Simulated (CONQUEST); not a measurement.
Runs of CONQUEST 1.3 on SnO2 (Cassiterite). Symmetry: P4_2/mnm, No. 136, tetragonal system. Conventional cell: a = 4.738 Å, b = 4.738 Å, c = 3.187 Å, α = 90.00°, β = 90.00°, γ = 90.00°. Sn (site symmetry mmm) has 6 O at 2.05 to 2.06 Å as nearest neighbours. O (site symmetry m2m) is surrounded by 3 Sn at 2.05 to 2.06 Å. 

| potentials or basis | cell | gap on the mesh (eV) | pressure (GPa) | largest force (eV/Å) |
| --- | --- | --- | --- | --- |
| PseudoDojo NC PBE, SZP, grid cutoff 150 Ha | as given | (a) | 21.7 | 0.36 |
| PseudoDojo NC PBE, SZ, grid cutoff 150 Ha | as given | 0.25 | 29.0 | 0.51 |
| PseudoDojo NC PBE, DZP, grid cutoff 150 Ha | atoms moved at random, drawn with an rms of 0.05 Å | 0.92 | 17.7 | 1.93 |
| PseudoDojo NC PBE, DZP, grid cutoff 200 Ha | atoms moved at random, drawn with an rms of 0.05 Å | 0.92 | 17.7 | 1.93 |

Alike in all rows: task single point; level PBE; no spin polarisation; k mesh 8 × 6 × 6; smearing fermi-dirac 0.05 eV.

Fill in the values left out.

(a) 0.93.

Caveats: spin-orbit coupling is left out, which moves the levels of the heavy elements; the basis of atomic orbitals isn't converged, which shifts pressures, moduli and gaps; the atomic basis is small (some runs); so large a pressure means that the cell lies far from this level's equilibrium, or that cutoff or potentials fall short (some runs); a pressure of tens of GPa on the cell as given is suspect, and the run, the potentials or the cell itself is likely at fault (some runs).

A k mesh can miss the band edges, and the runs leave out spin-orbit coupling on Sn.
